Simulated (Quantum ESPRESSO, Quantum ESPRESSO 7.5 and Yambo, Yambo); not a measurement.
# Quasiparticle gap of AlAs (F-43m) in Yambo

Aim: the G0W0 gap of AlAs (F-43m) on PBE, step by step.

Main program and level: Quantum ESPRESSO 7.5 and Yambo 5.3.0; PBE and many-body steps on it, plane waves.

**What was measured.**

- Gap 3.018 eV: lowest direct gap at Gamma; earlier measurement quoted from literature, technique not stated; 300 K; bulk crystal (pure AlAs, literature value used as model input) (quoted in “Simultaneous Measurement of Mid-Infrared Refractive Indices in Thin-Film Heterostructures: Methodology and Results for GaAs/AlGaAs”, 2023, arxiv:2301.08293).

## (1) The structure

It takes space group F-43m (No. 216, cubic). Conventional cell: a = 5.661 Å, b = 5.661 Å, c = 5.661 Å, α = 90.00°, β = 90.00°, γ = 90.00°. Nearest to Al lie 4 As at 2.45 Å. Nearest to As lie 4 Al at 2.45 Å. Farther neighbours are not listed.

The cell and positions come from the Crystallography Open Database and are kept as given unless a step says otherwise.

## (2) Ground state

This step: Quantum ESPRESSO 7.5; DFT, PBE, plane waves, norm-conserving pseudopotentials.

The ground-state density comes first.

File pw.in:

```
&control
  calculation = 'scf'
  prefix = 'x'
  outdir = 'o'
  pseudo_dir = 'pseudo'
/
&system
  ibrav = 0
  nat = 2
  ntyp = 2
  ecutwfc = 100.0
  nbnd = 18
  force_symmorphic = .true.
/
&electrons
  conv_thr = 1e-10
  electron_maxstep = 80
  mixing_beta = 0.5
/
ATOMIC_SPECIES
  Al 26.982 Al.upf
  As 74.922 As.upf
CELL_PARAMETERS angstrom
  0.0000000000 2.8304000000 2.8304000000
  2.8304000000 0.0000000000 2.8304000000
  2.8304000000 2.8304000000 -0.0000000000
ATOMIC_POSITIONS crystal
  Al 0.0000000000 0.0000000000 0.0000000000
  As 0.2500000000 0.2500000000 0.2500000000
K_POINTS automatic
  6 6 6 0 0 0
```

Started as:

```sh
$ OMP_NUM_THREADS=1 mpirun -n 4 pw.x -nk 4 -in pw.in > pw.out
```

Output:

```text
Program PWSCF v.7.5 starts

     This program is part of the open-source Quantum ESPRESSO suite
     for quantum simulation of materials; please cite
         "P. Giannozzi et al., J. Phys.:Condens. Matter 21 395502 (2009);
         "P. Giannozzi et al., J. Phys.:Condens. Matter 29 465901 (2017);
         "P. Giannozzi et al., J. Chem. Phys. 152 154105 (2020);
     in publications or presentations arising from this work. More details at
     Message from routine setup:
     using ibrav=0 with symmetry is DISCOURAGED, use correct ibrav instead

     G-vector sticks info

     bravais-lattice index     =            0
     lattice parameter (alat)  =       7.5642  a.u.
     unit-cell volume          =     306.0343 (a.u.)^3
     number of atoms/cell      =            2
     number of atomic types    =            2
     number of electrons       =        26.00
     number of Kohn-Sham states=           18
     kinetic-energy cutoff     =     100.0000  Ry
     charge density cutoff     =     400.0000  Ry
     scf convergence threshold =      1.0E-10
     mixing beta               =       0.5000
     number of iterations used =            8  plain     mixing
     Exchange-correlation= PBE
                           (   1   4   3   4   0   0   0)

     celldm(1)=   7.564177  celldm(2)=   0.000000  celldm(3)=   0.000000
     celldm(4)=   0.000000  celldm(5)=   0.000000  celldm(6)=   0.000000

     crystal axes: (cart. coord. in units of alat)
               a(1) = (   0.000000   0.707107   0.707107 )
               a(2) = (   0.707107   0.000000   0.707107 )
               a(3) = (   0.707107   0.707107  -0.000000 )

     reciprocal axes: (cart. coord. in units 2 pi/alat)
               b(1) = ( -0.707107  0.707107  0.707107 )
               b(2) = (  0.707107 -0.707107  0.707107 )
               b(3) = (  0.707107  0.707107 -0.707107 )
     Pseudo is Norm-conserving + core correction, Zval =  3.0
     Generated using ONCVPSP code by D. R. Hamann
     Using radial grid of 1876 points,  6 beta functions with:
     Pseudo is Norm-conserving + core correction, Zval = 23.0
     Generated using ONCVPSP code by D. R. Hamann
     Using radial grid of 1358 points,  6 beta functions with:
     Al                3.00    26.98200     Al( 1.00)
     As               23.00    74.92200     As( 1.00)

     24 Sym. Ops. (no inversion) found

   Cartesian axes

     site n.     atom                  positions (alat units)
         1        Al     tau(   1) = (   0.0000000   0.0000000   0.0000000  )
         2        As     tau(   2) = (   0.3535534   0.3535534   0.3535534  )

     number of k points=    16
                       cart. coord. in units 2pi/alat
        k(    1) = (   0.0000000   0.0000000   0.0000000), wk =   0.0092593
        k(    2) = (   0.1178511   0.1178511  -0.1178511), wk =   0.0740741
        k(    3) = (   0.2357023   0.2357023  -0.2357023), wk =   0.0740741
        k(    4) = (  -0.3535534  -0.3535534   0.3535534), wk =   0.0370370
        k(    5) = (   0.2357023   0.0000000  -0.0000000), wk =   0.0555556
        k(    6) = (   0.3535534   0.1178511  -0.1178511), wk =   0.2222222
        k(    7) = (  -0.2357023  -0.4714045   0.4714045), wk =   0.2222222
        k(    8) = (  -0.1178511  -0.3535534   0.3535534), wk =   0.2222222
        k(    9) = (   0.0000000  -0.2357023   0.2357023), wk =   0.1111111
        k(   10) = (   0.4714045   0.0000000  -0.0000000), wk =   0.0555556
     [... 4 further rows ...]
        k(   15) = (  -0.1178511  -0.3535534   0.5892557), wk =   0.2222222
        k(   16) = (  -0.7071068   0.2357023   0.0000000), wk =   0.1111111

     Dense  grid:    41151 G-vectors     FFT dimensions: (  50,  50,  50)

     Initial potential from superposition of free atoms

     starting charge      25.9973, renormalised to      26.0000
     Starting wfcs are   17 randomized atomic wfcs +    1 random wfcs

     per-process dynamical memory:    35.6 Mb

     Self-consistent Calculation

     iteration #  1     ecut=   100.00 Ry     beta= 0.50

     Threshold (ethr) on eigenvalues was too large:
     Diagonalizing with lowered threshold

     total energy              =    -615.20921672 Ry
     estimated scf accuracy    <       0.06450245 Ry

     iteration #  2     ecut=   100.00 Ry     beta= 0.50

     total energy              =    -615.21501088 Ry
     estimated scf accuracy    <       0.00705633 Ry

     iteration #  3     ecut=   100.00 Ry     beta= 0.50

     total energy              =    -615.21522715 Ry
     estimated scf accuracy    <       0.00092289 Ry

     iteration #  4     ecut=   100.00 Ry     beta= 0.50

     total energy              =    -615.21526711 Ry
     estimated scf accuracy    <       0.00002704 Ry

     iteration #  5     ecut=   100.00 Ry     beta= 0.50

     total energy              =    -615.21527209 Ry
     estimated scf accuracy    <       0.00000430 Ry

     iteration #  6     ecut=   100.00 Ry     beta= 0.50

     total energy              =    -615.21527314 Ry
     estimated scf accuracy    <       0.00000011 Ry

     iteration #  7     ecut=   100.00 Ry     beta= 0.50

     total energy              =    -615.21527315 Ry
     estimated scf accuracy    <       0.00000004 Ry

     iteration #  8     ecut=   100.00 Ry     beta= 0.50

     total energy              =    -615.21527316 Ry
     estimated scf accuracy    <          4.5E-09 Ry

     iteration #  9     ecut=   100.00 Ry     beta= 0.50

     End of self-consistent calculation

          k = 0.0000 0.0000 0.0000 (  5065 PWs)   bands (ev):

  -176.9880-120.3708-120.3708-120.3708 -27.3877 -27.3877 -27.3877 -27.3771
   -27.3771  -4.8705   6.9991   6.9991   6.9991   9.0493  11.2909  11.2909
    11.2909  16.0431

          k = 0.1179 0.1179-0.1179 (  5125 PWs)   bands (ev):

  -176.9880-120.3708-120.3708-120.3708 -27.3876 -27.3874 -27.3874 -27.3771
   -27.3771  -4.6027   4.9035   6.7361   6.7361   9.8228  11.7273  11.7273
    12.1970  15.2544

          k = 0.2357 0.2357-0.2357 (  5159 PWs)   bands (ev):

  -176.9880-120.3708-120.3708-120.3708 -27.3874 -27.3870 -27.3870 -27.3770
   -27.3770  -3.9251   2.5094   6.3357   6.3357   9.3686  11.8658  11.8658
    14.5041  16.0682

          k =-0.3536-0.3536 0.3536 (  5168 PWs)   bands (ev):

     [... further k-points ...]

     highest occupied, lowest unoccupied level (ev):     6.9991    8.4373

!    total energy              =    -615.21527316 Ry
     estimated scf accuracy    <          9.7E-12 Ry

     The total energy is the sum of the following terms:
     one-electron contribution =    -601.97546750 Ry
     hartree contribution      =     285.19499541 Ry
     xc contribution           =     -57.50408890 Ry
     ewald contribution        =    -240.93071217 Ry

     convergence has been achieved in   9 iterations

     XML data file, charge density, pseudopotentials, collected wavefunctions

=------------------------------------------------------------------------------=
   JOB DONE.
=------------------------------------------------------------------------------=
```

Wall time 6.8 s (4 MPI ranks of Arm Neoverse V2, shared host); peak memory 0.29 GiB.

Numbers from this step:

```yaml
total_energy: -8370.4302 eV
gap: 1.438 eV
k_of_the_valence_top: 0, 0, 0
k_of_the_conduction_bottom: 0, -0.5, -0.5
least_direct_gap: 2.050 eV
```

The gap is indirect, with the least direct gap 0.61 eV higher.

## (3) Bands along the symmetry lines

Levels along a band path, at the cheap level, show where the edges lie and whether the meshes to come will hold them.

File pw.in:

```
&control
  calculation = 'bands'
  prefix = 'x'
  outdir = 'o'
  pseudo_dir = 'pseudo'
/
&system
  ibrav = 0
  nat = 2
  ntyp = 2
  ecutwfc = 100.0
  nbnd = 19
  force_symmorphic = .true.
/
&electrons
  conv_thr = 1e-9
  electron_maxstep = 80
  diago_full_acc = .true.
  diago_thr_init = 5e-6
/
ATOMIC_SPECIES
  Al 26.982 Al.upf
  As 74.922 As.upf
CELL_PARAMETERS angstrom
  0.0000000000 2.8304000000 2.8304000000
  2.8304000000 0.0000000000 2.8304000000
  2.8304000000 2.8304000000 -0.0000000000
ATOMIC_POSITIONS crystal
  Al 0.0000000000 0.0000000000 0.0000000000
  As 0.2500000000 0.2500000000 0.2500000000
K_POINTS crystal
  50
  0.00000000 0.00000000 0.00000000 1
  -0.06250000 -0.06250000 0.00000000 1
  -0.12500000 -0.12500000 0.00000000 1
  -0.18750000 -0.18750000 0.00000000 1
  -0.25000000 -0.25000000 0.00000000 1
  -0.31250000 -0.31250000 0.00000000 1
  -0.37500000 -0.37500000 0.00000000 1
  -0.43750000 -0.43750000 0.00000000 1
  -0.50000000 -0.50000000 0.00000000 1
  -0.48437500 -0.48437500 0.03125000 1
  -0.46875000 -0.46875000 0.06250000 1
  -0.45312500 -0.45312500 0.09375000 1
  -0.43750000 -0.43750000 0.12500000 1
  -0.42187500 -0.42187500 0.15625000 1
  -0.40625000 -0.40625000 0.18750000 1
  -0.39062500 -0.39062500 0.21875000 1
  -0.37500000 -0.37500000 0.25000000 1
  -0.37500000 0.00000000 0.37500000 1
  -0.32812500 0.00000000 0.32812500 1
  -0.28125000 0.00000000 0.28125000 1
  -0.23437500 0.00000000 0.23437500 1
  -0.18750000 0.00000000 0.18750000 1
  -0.14062500 0.00000000 0.14062500 1
  -0.09375000 0.00000000 0.09375000 1
  -0.04687500 0.00000000 0.04687500 1
  0.00000000 0.00000000 0.00000000 1
  0.00000000 0.00000000 0.06250000 1
  0.00000000 0.00000000 0.12500000 1
  0.00000000 0.00000000 0.18750000 1
  0.00000000 0.00000000 0.25000000 1
  0.00000000 0.00000000 0.31250000 1
  0.00000000 0.00000000 0.37500000 1
  0.00000000 0.00000000 0.43750000 1
  -0.00000000 -0.00000000 0.50000000 1
  -0.06250000 -0.03125000 0.46875000 1
  -0.12500000 -0.06250000 0.43750000 1
  -0.18750000 -0.09375000 0.40625000 1
  -0.25000000 -0.12500000 0.37500000 1
  -0.31250000 -0.15625000 0.34375000 1
  -0.37500000 -0.18750000 0.31250000 1
  -0.43750000 -0.21875000 0.28125000 1
  -0.50000000 -0.25000000 0.25000000 1
  -0.50000000 -0.28125000 0.21875000 1
  -0.50000000 -0.31250000 0.18750000 1
  -0.50000000 -0.34375000 0.15625000 1
  -0.50000000 -0.37500000 0.12500000 1
  -0.50000000 -0.40625000 0.09375000 1
  -0.50000000 -0.43750000 0.06250000 1
  -0.50000000 -0.46875000 0.03125000 1
  -0.50000000 -0.50000000 0.00000000 1
```

Output:

```text
[banner, memory and clock lines left out]
Program PWSCF v.7.5 starts

     Atomic positions and unit cell read from directory:
     o/x.save/

     Message from routine setup:
     using ibrav=0 with symmetry is DISCOURAGED, use correct ibrav instead

     G-vector sticks info

     bravais-lattice index     =            0
     lattice parameter (alat)  =       7.5642  a.u.
     unit-cell volume          =     306.0343 (a.u.)^3
     number of atoms/cell      =            2
     number of atomic types    =            2
     number of electrons       =        26.00
     number of Kohn-Sham states=           19
     kinetic-energy cutoff     =     100.0000  Ry
     charge density cutoff     =     400.0000  Ry
     Exchange-correlation= PBE
                           (   1   4   3   4   0   0   0)

     celldm(1)=   7.564177  celldm(2)=   0.000000  celldm(3)=   0.000000
     celldm(4)=   0.000000  celldm(5)=   0.000000  celldm(6)=   0.000000

     crystal axes: (cart. coord. in units of alat)
               a(1) = (   0.000000   0.707107   0.707107 )
               a(2) = (   0.707107   0.000000   0.707107 )
               a(3) = (   0.707107   0.707107  -0.000000 )

     reciprocal axes: (cart. coord. in units 2 pi/alat)
               b(1) = ( -0.707107  0.707107  0.707107 )
               b(2) = (  0.707107 -0.707107  0.707107 )
               b(3) = (  0.707107  0.707107 -0.707107 )
     Pseudo is Norm-conserving + core correction, Zval =  3.0
     Generated using ONCVPSP code by D. R. Hamann
     Using radial grid of 1876 points,  6 beta functions with:
     Pseudo is Norm-conserving + core correction, Zval = 23.0
     Generated using ONCVPSP code by D. R. Hamann
     Using radial grid of 1358 points,  6 beta functions with:
     Al                3.00    26.98200     Al( 1.00)
     As               23.00    74.92200     As( 1.00)

     24 Sym. Ops. (no inversion) found

   Cartesian axes

     site n.     atom                  positions (alat units)
         1        Al     tau(   1) = (   0.0000000   0.0000000   0.0000000  )
         2        As     tau(   2) = (   0.3535534   0.3535534   0.3535534  )

     number of k points=    50
                       cart. coord. in units 2pi/alat
        k(    1) = (   0.0000000   0.0000000   0.0000000), wk =   0.0400000
        k(    2) = (   0.0000000   0.0000000  -0.0883883), wk =   0.0400000
        k(    3) = (   0.0000000   0.0000000  -0.1767767), wk =   0.0400000
[...]
[... 38 further rows ...]
        k(   49) = (   0.0441942  -0.0000000  -0.7071068), wk =   0.0400000
        k(   50) = (   0.0000000   0.0000000  -0.7071068), wk =   0.0400000

     Dense  grid:    41151 G-vectors     FFT dimensions: (  50,  50,  50)

     The potential is recalculated from file :
     o/x.save/charge-density

     Starting wfcs are   17 randomized atomic wfcs +    2 random wfcs

     Band Structure Calculation

     End of band structure calculation

          k = 0.0000 0.0000 0.0000 (  5065 PWs)   bands (ev):

  -176.9881-120.3709-120.3709-120.3709 -27.3877 -27.3877 -27.3877 -27.3771
   -27.3771  -4.8705   6.9991   6.9991   6.9991   9.0493  11.2909  11.2909
    11.2909  16.0428  16.0432

          k = 0.0000 0.0000-0.0884 (  5101 PWs)   bands (ev):

  -176.9881-120.3709-120.3709-120.3709 -27.3877 -27.3877 -27.3877 -27.3772
   -27.3771  -4.8189   6.5121   6.8545   6.8545   9.5625  11.1013  11.5139
    11.5139  15.4182  16.1124

          k = 0.0000 0.0000-0.1768 (  5109 PWs)   bands (ev):

  -176.9881-120.3709-120.3709-120.3709 -27.3878 -27.3874 -27.3874 -27.3772
   -27.3770  -4.6665   5.6198   6.5003   6.5003  10.4623  10.6504  12.1006
    12.1006  14.3969  16.3194

          k =-0.0000 0.0000-0.2652 (  5141 PWs)   bands (ev):

[...]
k = 0.0000 0.0000-0.3536 (  5105 PWs)   bands (ev):

[...]
k = 0.0000-0.0000-0.4419 (  5157 PWs)   bands (ev):

[...]
k =-0.0000 0.0000-0.5303 (  5173 PWs)   bands (ev):

[...]
k = 0.0000-0.0000-0.6187 (  5169 PWs)   bands (ev):

[...]
k = 0.5303-0.0000-0.5303 (  5174 PWs)   bands (ev):

[...]
k = 0.0000 0.0000 0.0000 (  5065 PWs)   bands (ev):

[...]
k = 0.1326 0.0000-0.7071 (  5176 PWs)   bands (ev):

[...]
k = 0.0884-0.0000-0.7071 (  5176 PWs)   bands (ev):

[...]
k = 0.0442-0.0000-0.7071 (  5158 PWs)   bands (ev):

  -176.9881-120.3709-120.3709-120.3709 -27.3885 -27.3858 -27.3858 -27.3777
   -27.3763  -2.9038   1.5835   4.7832   4.7937   8.5135   9.3785  17.1099
    17.2964  18.4225  19.5631

          k = 0.0000 0.0000-0.7071 (  5138 PWs)   bands (ev):

  -176.9881-120.3709-120.3709-120.3709 -27.3885 -27.3858 -27.3858 -27.3777
   -27.3762  -2.9050   1.5733   4.8259   4.8259   8.4373   9.2999  17.3240
    17.3240  18.7653  19.6598

     XML data file, pseudopotentials, collected wavefunctions
```

Wall time 5.7 s (4 MPI ranks); peak memory 0.25 GiB; 22 s of CPU time.

This step gave:

| Item | Value |
| --- | --- |
| gap | 1.438 eV |
| k of the valence top | 0, 0, 0 |
| k of the conduction bottom | -0.5, -0.5, 0 |
| least direct gap | 2.050 eV |

The gap is 1.438 eV, as in the run before at this level.

Electronic bands along the path, in eV, zero at the top of the highest filled band:

```tsv
point	band 10	band 11	band 12	band 13	band 14	band 15	band 16	band 17
Γ	-11.87	0.00	0.00	0.00	2.05	4.29	4.29	4.29
halfway	-11.09	-3.21	-1.34	-1.34	2.59	3.78	6.84	6.84
X	-9.90	-5.43	-2.17	-2.17	1.44	2.30	10.32	10.32
halfway	-9.90	-5.35	-2.71	-2.08	1.80	3.03	9.53	9.58
U	-9.93	-5.17	-3.41	-1.80	2.24	4.98	8.18	8.33
jump to K	-9.93	-5.17	-3.41	-1.80	2.24	4.98	8.18	8.33
halfway	-11.03	-3.68	-2.00	-0.46	3.71	4.97	5.18	5.93
Γ	-11.87	0.00	0.00	0.00	2.05	4.29	4.29	4.29
halfway	-11.29	-3.38	-0.48	-0.48	2.62	4.92	4.92	6.46
L	-10.45	-5.57	-0.82	-0.82	2.14	4.69	4.69	7.76
halfway	-10.19	-5.26	-2.69	-1.54	3.67	4.25	6.68	7.66
W	-9.87	-5.08	-3.18	-2.82	4.33	5.65	5.71	6.07
halfway	-9.89	-5.28	-2.69	-2.54	2.50	3.41	8.13	8.86
X	-9.90	-5.43	-2.17	-2.17	1.44	2.30	10.32	10.32
```

The electronic bands as a text plot (rows in eV, shown from -8.0 to 6.9 only):

```
    6.6 |    +++           +++              +         ++++ ++
    6.0 |    +              +++++++                  +   +++
    5.3 |  ++                 +++  ++      +        +    + +
    4.7 | +              ++     ++++++   +++++++++++   ++   +
    4.1 |++  +                     ++++++           ++++++++
    3.5 |  ++ ++++      +     +++++++                ++     ++
    2.9 | +  +++  +    +   +++       +   ++++       +         ++
    2.2 |+      ++ ++++  ++           +++    +++++++         ++ +
    1.6 |         +++++++                                      ++
    1.0 |
    0.4 |
   -0.2 |****                   *************
   -0.9 |    *              ****   ***       ********
   -1.5 |  ** ****         *     ****    **         ***
   -2.1 |    *    *********     *                    * **     ***
   -2.7 |              **     ** **        *          *  ******
   -3.3 |     **         *****              *          *****
   -4.0 |       **              *            **
   -4.6 |         *         ****
   -5.2 |          *********                   **   *************
   -5.8 |                                        ***
   -6.4 |
   -7.1 |
   -7.7 |
         Γ           X  U|K            Γ         L        W     X
```

(Continued in part 2 of 3.)

[Paths, hosts, dates, memory and timing lines, banners, echoed tables and standing remarks are left out of the program output.]

[Logs are printed without paths, hosts, clocks, repeated set-up lines and the standing remarks that a program may print on its own settings, such as how far it seeks lower states.]

[Runs of the session that timed out or met a known fault of the program may be left out.]

[Hosts, paths, dates, database ids (printed as entryN), source tags and the programs' standing remarks are cut or masked in the printed files.]
